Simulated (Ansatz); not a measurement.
# FeO (Wuestite) (Fm-3m) in Ansatz: further runs

Runs on FeO (Wuestite). Level: PBEsol. Tasks: band structure, elastic constants.

All numbers are computed with Ansatz 0.2.0; they aren't measurements. Logs are shortened: lines on timing, memory, paths and dates and some standing lists are left out, and cuts for length are marked.

**Experimental background.**

“W\"ustite: Electric, thermodynamic and optical properties of FeO”, 2012, arxiv:1203.1201 quotes, for a bulk crystal of FeO: band gap 2.4 eV (optical).

The results are compared with them further down.

### Step 1. The structure

It takes space group Fm-3m (No. 225, cubic). The conventional cell has a = 4.311 Å, b = 4.311 Å, c = 4.311 Å, α = 90.00°, β = 90.00°, γ = 90.00°. Fe (site symmetry m-3m) has 6 O at 2.16 Å as nearest neighbours. Around O (site symmetry m-3m) lie 6 Fe at 2.16 Å.

### Step 2. Band structure, PBEsol, collinear spin, ferromagnetic start

Input file input.yaml:

```yaml
crystal:
  lattice:
    - [0.0, 2.1554, 2.1554]
    - [2.1554, 0.0, 2.1554]
    - [2.1554, 2.1554, 0.0]
  atoms:
    - { symbol: Fe, position: [0.0, 0.0, 0.0], spin: 3.0 }
    - { symbol: O, position: [0.5, 0.5, 0.5] }
kpoints:
  mp_grid: { grid: [11, 11, 11] }
  band_path:
    path:
      - [0.0, 0.0, 0.0]
      - [0.5, 0.0, 0.5]
      - [0.5, 0.25, 0.75]
      - [0.375, 0.375, 0.75]
      - [0.0, 0.0, 0.0]
      - [0.5, 0.5, 0.5]
      - [0.625, 0.25, 0.625]
      - [0.5, 0.25, 0.75]
    npoints: 8
scf:
  occupations: { method: fermi_dirac, width: 0.05 }
hamiltonian:
  xc: pbesol
  pseudopotentials: { kind: all_electron, lapw: { basis_error: 0.001 } }
magnetization:
  spin_polarized: true
output:
  forces: true
  stress: true
  eigenvalues: true
```

Potentials or basis: all-electron LAPW, scalar-relativistic.

Command:

```
$ ansatz run input.yaml --threads 2 --pin off --max-ram 6144MiB --backend cpu --events-out ev --progress --plain --runs-dir out
```

Output:

```text
Warning: RAYON_NUM_THREADS=2 ignored (pool sized by the plan → 2); use --threads N
LAPW: plane waves up to 9.572 Å⁻¹, error target 1.0e-3 eV per atom; small_component_spin mean_spin; O in spheres of 0.981 Å, 8 of its electrons in bands, Dirac shells []; Fe in spheres of 1.175 Å, 16 of its electrons in bands, Dirac shells [] (how accurate: hamiltonian.pseudopotentials.lapw.basis_error, Limitations)
Engine: ansatz 0.2.0, aarch64-unknown-linux-gnu
Pseudopotentials: kind: all_electron
Pseudopotential: Fe, LAPW, valence charge 16, lapw/all_electron/scalar/gaussian/Fe, Koelling and Harmon's equation, gaussian nucleus
Pseudopotential: O, LAPW, valence charge 8, lapw/all_electron/scalar/gaussian/O, Koelling and Harmon's equation, gaussian nucleus
Functional definition: PBEsol
  exchange = pbesol_x
  correlation = pbesol_c
Crystal: 2 atoms, lattice volume = 20.027 Å³
Basis set: ecut = 349.1162671023131 eV, 307 PW (Γ), exchange–correlation at level 2
Bands: 18, of which v1, the nominal top of the filled ones, is band 12 counted from 1 (11 counted from 0)
Symmetry: 48 space group operations
Space group: Fm-3m (ITA 225), of the structure as read, at distance tolerance 2.7e-5 Å
Magnetic group: BNS 225.116 (UNI 1618), of the structure as read, at distance tolerance 2.7e-5 Å
k-points: 56 of 1331
Non-local potential: Fe, projectors of the file, none
Non-local potential: O, projectors of the file, none
Initial density: superposition of atomic densities (chi_scale 0.1, normalization cell, long waves kept (reshape's long-wave potential 0.00 eV rms))
Starting moments: Σ|m| = 3 μB on 1 of 2 sites
Initial wavefunctions: plane waves of lowest kinetic energy (no species holds an atomic orbital)
Functional: x = pbesol(κ = 0.804, μ = 0.12345679012345678), c = pbesol(β = 0.046)
iter 1 solved again at ethr=6.87e-3 eV; its pass at ethr=1.00e-1 eV (dr2=1.65e0 eV) is discarded
SCF iter   1: F=—  HF=-36644.412043 eV  |F-HF|=—  |Δ(HF+E_count)|=         —  Δρ=6.21e-2 (↑5.40e-2 ↓6.21e-2)  dr2=1.65e0  dr2_m=2.89e-1  M=4.003 μB ∫|m|=4.003 μB  β_m=0.30  ethr=6.87e-3  ⟨swp⟩=2.0  Hψ=13116  notcnv=0
Mixer restart at iter 1: flushing history
preconditioner: auto → none  [metal: Δε(μ)=0.029 eV  Ē_g=14.001 eV  σ=0.050 eV  W_gap=0.14  n_scr=8 (ndim 8)  ℏωp=31.0 eV  f_vac=0.000  D(μ)=1.34/eV (n_scr^D=14)  sad-step TF]
SCF iter   2: F=—  HF=-36643.544184 eV  |F-HF|=—  |Δ(HF+E_count)|=   8.68e-1  Δρ=3.34e-2 (↑3.34e-2 ↓3.28e-2)  dr2=3.82e-1  dr2_m=1.29e-1  M=4.001 μB ∫|m|=4.002 μB  β_m=0.48  ethr=6.86e-3  ⟨swp⟩=2.0  Hψ=5936  notcnv=0
SCF iter   3: F=—  HF=-36643.497640 eV  |F-HF|=—  |Δ(HF+E_count)|=   4.65e-2  Δρ=1.90e-2 (↑1.72e-2 ↓1.90e-2)  dr2=2.53e-1  dr2_m=1.41e-2  M=4.002 μB ∫|m|=4.006 μB  β_m=0.49  ethr=1.59e-3  ⟨swp⟩=2.0  Hψ=6041  notcnv=0
iter 4 solved again at ethr=9.55e-6 eV; its pass at ethr=1.05e-3 eV (dr2=2.29e-3 eV) is discarded
SCF iter   4: F=—  HF=-36643.408926 eV  |F-HF|=—  |Δ(HF+E_count)|=         —  Δρ=3.73e-3 (↑3.73e-3 ↓3.59e-3)  dr2=2.29e-3  dr2_m=1.55e-3  M=4.001 μB ∫|m|=4.008 μB  β_m=0.49  ethr=9.55e-6  ⟨swp⟩=2.0  Hψ=9813  notcnv=0
Mixer restart at iter 4: flushing history
the basis was enlarged: its passes take 725.4 KiB over the memory plan, 2 of 2 planned eigensolver slots
SCF iter   5: F=—  HF=-36643.411077 eV  |F-HF|=—  |Δ(HF+E_count)|=   2.15e-3  Δρ=3.10e-3 (↑3.10e-3 ↓1.27e-3)  dr2=4.55e-3  dr2_m=2.63e-4  M=4.001 μB ∫|m|=4.010 μB  β_m=0.47  ethr=9.55e-6  ⟨swp⟩=3.0  Hψ=6427  notcnv=0
SCF iter   6: F=—  HF=-36643.408784 eV  |F-HF|=—  |Δ(HF+E_count)|=   2.29e-3  Δρ=1.35e-3 (↑1.35e-3 ↓1.24e-3)  dr2=1.81e-4  dr2_m=2.37e-4  M=4.001 μB ∫|m|=4.010 μB  β_m=0.58  ethr=9.55e-6  ⟨swp⟩=2.6  Hψ=5537  notcnv=0
SCF iter   7: F=—  HF=-36643.409410 eV  |F-HF|=—  |Δ(HF+E_count)|=   6.26e-4  Δρ=2.62e-4 (↑1.08e-4 ↓2.62e-4)  dr2=1.15e-5  dr2_m=5.37e-6  M=4.001 μB ∫|m|=4.011 μB  β_m=0.79  ethr=7.53e-7  ⟨swp⟩=2.8  Hψ=5818  notcnv=0
SCF iter   8: F=—  HF=-36643.409419 eV  |F-HF|=—  |Δ(HF+E_count)|=   8.67e-6  Δρ=4.19e-5 (↑2.77e-5 ↓4.19e-5)  dr2=7.48e-7  dr2_m=1.08e-8  M=4.001 μB ∫|m|=4.011 μB  β_m=0.66  ethr=4.78e-8  ⟨swp⟩=2.4  Hψ=5512  notcnv=0
SCF iter   9: F=—  HF=-36643.409416 eV  |F-HF|=—  |Δ(HF+E_count)|=   3.37e-6  Δρ=2.10e-5 (↑1.03e-5 ↓2.10e-5)  dr2=1.75e-7  dr2_m=7.81e-9  M=4.001 μB ∫|m|=4.011 μB  β_m=0.65  ethr=3.12e-9  ⟨swp⟩=3.0  Hψ=5832  notcnv=0
SCF iter  10: F=—  HF=-36643.409416 eV  |F-HF|=—  |Δ(HF+E_count)|=   1.22e-7  Δρ=4.08e-6 (↑2.62e-6 ↓4.08e-6)  dr2=5.43e-9  dr2_m=6.88e-10  M=4.001 μB ∫|m|=4.011 μB  β_m=0.83  ethr=7.31e-10  ⟨swp⟩=2.1  Hψ=5462  notcnv=0
SCF iter  11: F=-36643.409416 eV  HF=-36643.409416 eV  |F-HF|=1.02e-10  |Δ(HF+E_count)|=   1.81e-8  Δρ=4.81e-7 (↑2.24e-7 ↓4.81e-7)  dr2=6.50e-11  dr2_m=1.26e-11  M=4.001 μB ∫|m|=4.011 μB  ethr=2.26e-11  ⟨swp⟩=3.0  Hψ=5675  notcnv=0
SCF 1 converged in 11 iterations: F = -36643.409416 eV  dr2 = 6.50e-11
NSCF: frozen V_eff on 57 k-points
SCF converged after 11 iterations
Magnetization: 4.0012 μB (14.0006 up, 9.9994 down)
Absolute magnetization: 4.0113 μB (∫|ρ↑−ρ↓|)
Spin contamination: 0.0112 ħ² per cell (⟨S²⟩ above its minimum at these occupations)
Per-site moments (μB) at R_I (Å): [(3.6162089821261763, 1.1745672650237333), (0.3249869967061563, 0.9808327028583038)]
Free energy (F): -36643.409416 eV
Harris-Foulkes:  -36643.409416 eV  (|F-HF|=1.02e-10)
Internal energy: -36643.397933 eV  (E = F + TS)
E sigma→0 (E₀):  -36643.403674 eV
Entropy (-TS):   -0.011483 eV (-5.742 meV/atom)
Fermi energy:    14.587107 eV
--- Per-component energies (eV) ---
  E_band       = -1247.856401
  E_kinetic    = 37108.515240
  E_xc         = -1716.597042
  E_electrostatic = -72035.316131  (all electrons and nuclei)
  E_smearing   = -0.011483  (= −TS)
  E_closure    = 0.000000  (closes the sum)
  E_atoms      = -36626.719027  (free atoms, spherical and without spin; not in F)
  Σ components = -36643.409416   (vs F -36643.409416, Δ=0.00e0)
  Basis errors (estimates in eV, not in F): energy 3.6e-4 per atom: plane waves 3.2e-4 (1.8e-4 summed), levels above the bands 1.6e-126, relativity 4.4e-8, radial functions 3.6e-5, core shells 2.3e-8; eigenvalues (radial functions only) 5.3e-5; not estimated: angular momenta, meshes, grids; target (lapw.basis_error) 1.0e-3; muffin-tin radii O 0.981 Å, Fe 1.175 Å
--- Forces (eV/Å), atoms counted from 1 ---
  atom   1  Fe    -0.00000000     0.00000000    -0.00000000
  atom   2  O      0.00000000    -0.00000000     0.00000000
  max |Σ_I F_I| component: 1.35e-29 eV/Å
--- Stress (GPa, compression-positive) ---
       -8.579311       0.000000       0.000000
        0.000000      -8.579311      -0.000000
        0.000000      -0.000000      -8.579311
  P = ⅓ Tr σ = -8.5793 GPa (-85.793 kbar)
--- Band table (eV; the first three rows and the last of 112) ---
  k-point 0 ↑: bands = ["-490.9555", "-75.0089", "-41.1712", "-41.1712", "-41.1712", "-6.1681", "10.6704", "10.6704", "10.6704", "10.7057", "10.7057", "10.7057", "10.9156", "10.9156", "14.4987", "29.5757", "31.3620", "31.3620"]
  k-point 1 ↑: bands = ["-490.9555", "-75.0084", "-41.1755", "-41.1717", "-41.1717", "-6.0845", "9.7735", "9.9135", "9.9135", "10.7891", "10.7891", "11.0669", "11.6883", "11.6883", "15.0877", "28.2866", "31.1001", "31.1001"]
  k-point 2 ↑: bands = ["-490.9555", "-75.0073", "-41.1871", "-41.1733", "-41.1733", "-5.8517", "8.5090", "9.1585", "9.1585", "10.9541", "10.9541", "11.2892", "12.5510", "12.5510", "16.2809", "26.2942", "30.0867", "30.0867"]
  k-point 55 ↓: bands = ["-490.6658", "-70.8878", "-37.1917", "-37.1886", "-37.1706", "-4.2891", "8.2667", "8.3338", "9.1217", "14.3680", "14.7185", "15.3540", "15.6690", "16.4026", "23.1540", "24.0769", "24.0939", "27.5015"]
```

It took 16 s on 2 threads of Arm Neoverse V1, shared host; peak memory 0.42 GiB.

What came out:

```yaml
Free_energy: -36643.4094 eV
Pressure: -8.6 GPa
Band_gap_along_the_path: none (metal or under the smearing width)
Net_moment: 4.00 μB per cell
Absolute_moment: 4.01 μB per cell
Site_moments: Fe +3.62; O +0.32 μB
```

Levels at the corners of the path, in eV from the Fermi level:
Spin up:
| point | band 10 | band 11 | band 12 | band 13 | band 14 | band 15 | band 16 | band 17 | band 18 |
| --- | --- | --- | --- | --- | --- | --- | --- | --- | --- |
| Γ | -3.88 | -3.88 | -3.88 | -3.67 | -3.67 | -0.09 | 14.99 | 16.77 | 16.77 |
| X | -4.83 | -3.27 | -2.77 | -2.77 | -2.77 | 5.08 | 8.52 | 10.55 | 14.46 |
| W | -3.03 | -3.03 | -2.89 | -2.77 | -1.73 | 7.27 | 8.77 | 8.77 | 11.55 |
| K | -3.67 | -2.91 | -2.63 | -2.46 | -1.71 | 6.59 | 8.53 | 8.53 | 13.87 |
| Γ | -3.88 | -3.88 | -3.88 | -3.67 | -3.67 | -0.09 | 14.99 | 16.77 | 16.77 |
| L | -3.05 | -3.05 | -2.49 | -0.34 | -0.34 | 3.83 | 8.31 | 12.27 | 12.27 |
| U | -3.67 | -2.91 | -2.63 | -2.46 | -1.71 | 6.59 | 8.53 | 8.53 | 13.87 |
| W | -3.03 | -3.03 | -2.89 | -2.77 | -1.73 | 7.27 | 8.77 | 8.77 | 11.55 |
Spin down:
```csv
point,band 6,band 7,band 8,band 9,band 10,band 11,band 12,band 13,band 14,band 15
Γ,-20.20,-3.33,-3.33,-3.33,-0.74,-0.74,-0.74,0.14,0.14,0.72
X,-18.98,-7.00,-4.52,-4.52,-2.17,0.70,0.78,0.78,1.12,6.40
W,-18.87,-6.20,-6.20,-5.63,-0.04,-0.04,0.78,1.03,1.78,8.59
K,-18.90,-6.61,-6.22,-4.93,-0.82,0.59,0.69,1.27,1.73,7.82
Γ,-20.20,-3.33,-3.33,-3.33,-0.74,-0.74,-0.74,0.14,0.14,0.72
L,-18.98,-8.13,-5.24,-5.24,0.42,0.42,0.61,2.77,2.77,4.35
U,-18.90,-6.61,-6.22,-4.93,-0.82,0.59,0.69,1.27,1.73,7.82
W,-18.87,-6.20,-6.20,-5.63,-0.04,-0.04,0.78,1.03,1.78,8.59
```

Caveat: a cell with one magnetic atom can't hold antiferromagnetic order, which such compounds often take; semilocal functionals often make such compounds metallic where correlation or magnetic order opens a gap, which also shifts bond lengths.

### Step 3. Elastic constants, PBEsol, collinear spin, ferromagnetic start

Input file input.yaml:

```yaml
crystal:
  lattice:
    - [0.0, 2.1554, 2.1554]
    - [2.1554, 0.0, 2.1554]
    - [2.1554, 2.1554, 0.0]
  atoms:
    - { symbol: Fe, position: [0.0, 0.0, 0.0], spin: 3.0 }
    - { symbol: O, position: [0.5, 0.5, 0.5] }
kpoints:
  mp_grid: { grid: [8, 8, 8] }
scf:
  occupations: { method: fermi_dirac, width: 0.05 }
hamiltonian:
  xc: pbesol
  pseudopotentials: { kind: all_electron, lapw: { basis_error: 0.001 } }
magnetization:
  spin_polarized: true
output:
  forces: true
  stress: true
elastic:
  mode: relaxed_ion
  stencil: two_point
```

Potentials or basis: all-electron LAPW, scalar-relativistic.

Command:

```
$ ansatz run input.yaml --threads 2 --pin off --max-ram 6144MiB --backend cpu --events-out ev --progress --plain --runs-dir out
```

Output:

```text
Warning: RAYON_NUM_THREADS=2 ignored (pool sized by the plan → 2); use --threads N
LAPW: plane waves up to 9.893 Å⁻¹, error target 1.0e-3 eV per atom; small_component_spin mean_spin; O in spheres of 0.950 Å, 8 of its electrons in bands, Dirac shells []; Fe in spheres of 1.141 Å, 16 of its electrons in bands, Dirac shells [] (how accurate: hamiltonian.pseudopotentials.lapw.basis_error, Limitations)
[... 7 set-up lines as earlier in the session ...]
Crystal: 2 atoms, lattice volume = 20.027 Å³
Basis set: ecut = 372.9041257137593 eV, 331 PW (Γ), exchange–correlation at level 2
Bands: 18, of which v1, the nominal top of the filled ones, is band 12 counted from 1 (11 counted from 0)
[... 2 set-up lines as earlier in the session ...]
Magnetic group: BNS 225.116 (UNI 1618), of the structure as read, at distance tolerance 2.7e-5 Å
k-points: 29 of 512
[... 122 lines left out ...]
  k-point 28 ↓: bands = ["-490.6642", "-70.8882", "-37.1902", "-37.1902", "-37.1729", "-4.2833", "8.3846", "8.3846", "8.9602", "14.5425", "14.5425", "15.3635", "15.6157", "16.3642", "23.1732", "24.2233", "24.2233", "27.1241"]
--- Elastic constants: 2 strain directions × 2 members + reference (group order 48) ---
  dense FFT box of the reference and of every strained cell: 20×20×20
  strains applied: 11, 23; error gains: componentwise 1.00 (the most a stress slope's error grows in a printed constant), spectral 1.73 (1 for all six strains in a standard setting)
  C = ∂σ_k/∂η_j (tension-positive GPa; Voigt order 11 22 33 23 13 12):
       223.848    140.913    140.913     -0.000     -0.000      0.000
       140.913    223.848    140.913      0.000      0.000     -0.000
       140.913    140.913    223.848      0.000      0.000     -0.000
         0.000      0.000      0.000     29.824     -0.000     -0.000
         0.000      0.000     -0.000      0.000     29.824     -0.000
        -0.000      0.000     -0.000     -0.000      0.000     29.824
  reference stress σ⁰ (GPa):      8.495      8.495      8.495     -0.000      0.000     -0.000
  no Pulay correction (none for the plane-wave cutoff is built on LAPW): the batch's stresses and constants are at fixed plane waves
  C* (energy form; C + prestress term) asymmetry max|C*_kj − C*_jk| = 2.842e-14 GPa — a small one proves nothing (zero by symmetry where the batch's group is 432, −43m or m−3m); a large one is finite-difference/SCF noise where every solve meets its electron count
  moduli (Voigt/Reuss/Hill, GPa): K = 168.56/168.56/168.56   G = 34.48/33.60/34.04   E = 95.68   ν = 0.405
  mechanically stable: yes (min eigenvalue of sym C = 29.82 GPa)
  where every solve meets its electron count the energy-path curvature estimates C_jj along a normal strain and C_jj − ¼(σ⁰_aa + σ⁰_bb) along a shear (ab), closely only under elastic.basis: deformed
  strain η (Voigt 11):  stress-route row diagonal C_11 = 223.85 GPa, energy-path curvature d²(F+E_count)/dδ²/Ω₀ = 223.84 GPa
         δ    σ_11 (GPa)             F (eV)   n_scf  n_hpsi   n_pw
    -2.000e-3       8.0420      -36643.4102494      10   76706    342   relax 0 steps, max|allowed force component| 6.41e-31 eV/Å
     2.000e-3       8.9374      -36643.4060028      10   76281    342   relax 0 steps, max|allowed force component| 1.60e-31 eV/Å
  strain η (Voigt 23):  stress-route row diagonal C_44 = 29.82 GPa, energy-path curvature d²(F+E_count)/dδ²/Ω₀ = 25.57 GPa
         δ    σ_23 (GPa)             F (eV)   n_scf  n_hpsi   n_pw
    -2.000e-3      -0.0596      -36643.4081757      10  125132    342   relax 0 steps, max|allowed force component| 1.54e-29 eV/Å
     2.000e-3       0.0596      -36643.4081757      10  124879    342   relax 0 steps, max|allowed force component| 0.00e0 eV/Å
```

elastic_members.tsv:

```text
# convention: tension-positive GPa; Voigt order 11 22 33 23 13 12; engineering shear strains; stresses and constants hold the Pulay correction, whose part of sigma0, of c and of each member's stress the lines and columns named pulay_correction_..._gpa give (of c_energy it is that of c and, on the columns of strains 1 to 3, that of sigma0; of a layer's constants it is that of c in the plane, times a tenth of its plane spacing in ang); where a line pulay_correction_withheld stands none holds it
[... 11 lines left out ...]
3	2.0000000000e-3	8.4959412070e0	8.4949125196e0	8.4949125196e0	5.9648734425e-2	-1.3896667098e-16	0.0000000000e0	-3.6643408176e4	-3.6643401600e4	10	124879	342	0	0.0000000000e0	0.0000000000e0	nan	nan	nan	nan	nan	nan	nan	0.0000000000e0
```

Run time: 65 s. Hardware: 2 threads of Arm Neoverse V1, shared host; peak memory 0.54 GiB.

Results:

```yaml
Free_energy: -36643.4082 eV
Pressure: -8.5 GPa
Band_gap_on_the_k_mesh: none (metal or under the smearing width)
Net_moment: 4.00 μB per cell
Absolute_moment: 4.01 μB per cell
Site_moments: Fe +3.60; O +0.32 μB
Elastic_constants_C11_C12_C44: 224, 141, 30 GPa
Voigt_bulk_modulus: 169 GPa
```

Elastic tensor in Voigt notation (GPa, in the Cartesian axes of the cell as first typed):
```
224 141 141   0   0   0
141 224 141   0   0   0
141 141 224   0   0   0
  0   0   0  30   0   0
  0   0   0   0  30   0
  0   0   0   0   0  30
```

Caveat: the k mesh is thin for a metal, which can move the energy by tens of meV per atom; a metal's response needs a denser mesh; the cell is more than 3 GPa from zero pressure, which shifts response properties; elastic constants of metals need much finer meshes, so these are rough; a cell with one magnetic atom can't hold antiferromagnetic order, which such compounds often take; semilocal functionals often make such compounds metallic where correlation or magnetic order opens a gap, which also shifts bond lengths.

### Step 4. Against experiment

Step 2. Against the measured gap of FeO, 2.4 eV (optical; quoted in “W\"ustite: Electric, thermodynamic and optical properties of FeO”, 2012, arxiv:1203.1201), the calculated 0.00 eV is off by -2.40 eV. So large a miss can be the level of theory's own, or it may mean another phase, state or a wrong row. The value is that of PBEsol, without temperature or zero-point motion. Semilocal functionals fall short of measured gaps as a rule. The run's magnetic order (collinear spin, ferromagnetic start) needn't be the measured crystal's.

Step 3. Measured gap of FeO: 2.4 eV (optical; quoted in “W\"ustite: Electric, thermodynamic and optical properties of FeO”, 2012, arxiv:1203.1201). This calculation gives 0.00 eV (-2.40 eV). So large a miss can be the level of theory's own, or it may mean another phase, state or a wrong row. The value is that of PBEsol on a finite k mesh, which can miss the band edges, without temperature or zero-point motion. Semilocal functionals fall short of measured gaps as a rule. The run's magnetic order (collinear spin, ferromagnetic start) needn't be the measured crystal's.
